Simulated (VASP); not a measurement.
## BeTe in VASP 6.6.1, single-point calculation

INCAR

```
ISIF = 2
NSW = 0
SIGMA = 0.02
ENCUT = 250
NBANDS = 11
GGA = PE
LASPH = .TRUE.
NELM = 120
LCHARG = .FALSE.
PREC = Accurate
LREAL = .FALSE.
ALGO = VeryFast
ISMEAR = -1
IBRION = -1
EDIFF = 1E-7
LWAVE = .FALSE.
```

KPOINTS

```
KPOINTS created by Atomic Simulation Environment
0
Gamma
8 8 8
0 0 0
```

POSCAR

```
Be Te
 1.0000000000000000
     0.0000000000000000    2.8851960980000002    2.7849264596999999
     2.8851960980000002    0.0000000000000000    2.7849264596999999
     2.8851960980000002    2.8851960980000002    0.0000000000000000
 Be  Te
   1   1
Cartesian
  0.0000000000000000  0.0000000000000000  0.0000000000000000
  1.4425980489999999  1.4425980489999999  1.3924632298499997
```

The recommended PBE PAW datasets give the neutral cell 8 valence electrons.

Command

```
mpirun -np 1 vasp_std
```

Q: Predict the outcome of this run.

A: It converged. Results: gap between bands v and c on the k mesh 1.80 eV; least direct gap on the k mesh 3.43 eV; pressure -1.0 GPa. Band v is the last that the valence electrons fill when counted band by band, and c is the next.

OSZICAR

```
N       E                     dE             d eps       ncg     rms          rms(c)
RMM:   1     0.179609295447E+02    0.17961E+02   -0.99075E+02   649   0.231E+02
RMM:   2    -0.241382561453E+01   -0.20375E+02   -0.17652E+02   649   0.534E+01
RMM:   3    -0.688296809501E+01   -0.44691E+01   -0.28109E+01   649   0.236E+01
RMM:   4    -0.758631923313E+01   -0.70335E+00   -0.45279E+00   649   0.111E+01
RMM:   5    -0.769093227989E+01   -0.10461E+00   -0.80696E-01   649   0.506E+00
RMM:   6    -0.771124027078E+01   -0.20308E-01   -0.16781E-01   649   0.253E+00
RMM:   7    -0.771561915969E+01   -0.43789E-02   -0.40316E-02   649   0.128E+00
RMM:   8    -0.771680648114E+01   -0.11873E-02   -0.11318E-02   649   0.680E-01
RMM:   9    -0.771715864839E+01   -0.35217E-03   -0.34132E-03  1690   0.366E-01
RMM:  10    -0.771733408551E+01   -0.17544E-03   -0.17331E-03  1668   0.223E-01
RMM:  11    -0.771735075059E+01   -0.16665E-04   -0.15815E-04  1669   0.779E-02
RMM:  12    -0.771735893439E+01   -0.81838E-05   -0.81141E-05  1676   0.477E-02    0.392E+00
RMM:  13    -0.763709528114E+01    0.80264E-01   -0.29982E-02  2280   0.820E-01    0.233E+00
RMM:  14    -0.761198923308E+01    0.25106E-01   -0.37506E-02  2288   0.953E-01    0.411E-01
RMM:  15    -0.761264874819E+01   -0.65952E-03   -0.25374E-03  1588   0.297E-01    0.767E-02
RMM:  16    -0.761290497277E+01   -0.25622E-03   -0.37708E-04  1538   0.125E-01    0.290E-02
RMM:  17    -0.761291936331E+01   -0.14391E-04   -0.63357E-05  1567   0.499E-02    0.144E-02
RMM:  18    -0.761292112075E+01   -0.17574E-05   -0.12341E-05  1653   0.206E-02    0.937E-03
RMM:  19    -0.761292136771E+01   -0.24695E-06   -0.15660E-06  1583   0.780E-03    0.517E-03
RMM:  20    -0.761292137671E+01   -0.89989E-08   -0.40647E-07  1624   0.388E-03
   1 F= -.76129214E+01 E0= -.76129214E+01  d E =-.857482E-11
```

For comparison, a separate PBE run of the intended cell, on usual settings and not on those above, gives a gap of 1.80 eV on its mesh and a pressure of -1.0 GPa.
